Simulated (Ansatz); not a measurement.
# Al: the cost of one run

Program: Ansatz 0.2.0. Level of theory: DFT PBE, scalar-relativistic, plane waves, PAW. These are calculated values, not measurements.

## (1) The starting structure

It takes space group Fm-3m (No. 225, cubic). The conventional cell has a = 4.048 Å, b = 4.048 Å, c = 4.048 Å, α = 90.00°, β = 90.00°, γ = 90.00°. Al (site symmetry m-3m) has 12 Al at 2.86 Å as nearest neighbours.

Structure file:

```cif
data_structure
_symmetry_space_group_name_H-M 'Fm-3m'
_symmetry_Int_Tables_number 225
_cell_length_a 4.0480
_cell_length_b 4.0480
_cell_length_c 4.0480
_cell_angle_alpha 90.000
_cell_angle_beta 90.000
_cell_angle_gamma 90.000
_cell_volume 66.33
loop_
_atom_site_label
_atom_site_type_symbol
_atom_site_symmetry_multiplicity
_atom_site_Wyckoff_symbol
_atom_site_fract_x
_atom_site_fract_y
_atom_site_fract_z
_atom_site_occupancy
Al1 Al 4 a 0.00000 0.00000 0.00000 1
```

The cell is taken as given, not relaxed at this level.

## (2) The reference cell

The cell is repeated 2 times, 2 atoms in all. The reference gives a free energy of -1075.0076 eV, pressure -0.42 GPa, largest force 0.000 eV/Å and gap on the mesh none (metal). It was computed beforehand with the settings of the runs below.

## (3) Setting up freezing in a mode

Mode 6 of the phonon run on this cell, counted from the lowest, is frozen in: each atom moves by x times its row below, so x is the largest displacement.

```
atom      ux      uy      uz
 Al1  -0.577  -0.577   0.578
 Al2   0.577   0.577  -0.578
```

## (4) Point x = -0.300 Å

Contents of input.yaml:

```yaml
crystal:
  lattice:
    - [0.0, -2.02398, -2.02398]
    - [-2.02398, 0.0, -2.02398]
    - [2.02398, 2.02398, -4.04796]
  atoms:
    - { symbol: Al, position: [0.4786261652, 0.4786261652, 0.5641823552] }
    - { symbol: Al, position: [0.0213738348, 0.0213738348, -0.0641823552] }
basis:
  ecutwfc: 420
kpoints:
  mp_grid: { grid: [18, 18, 20] }
hamiltonian:
  xc: pbe
scf:
  occupations: { method: gaussian, width: 0.15 }
output:
  forces: true
  stress: true
  eigenvalues: true
```

On the command line:

```console
ansatz run input.yaml --threads 2 --pin off --max-ram 5120MiB --backend cpu --events-out ev --progress --plain --runs-dir out
```

**Question.** How long does this run take on 2 threads of Intel Xeon at 2.50GHz (Skylake/Cascade Lake), shared host, and how much memory does it need?

About 31 s, with a peak of 0.73 GiB.
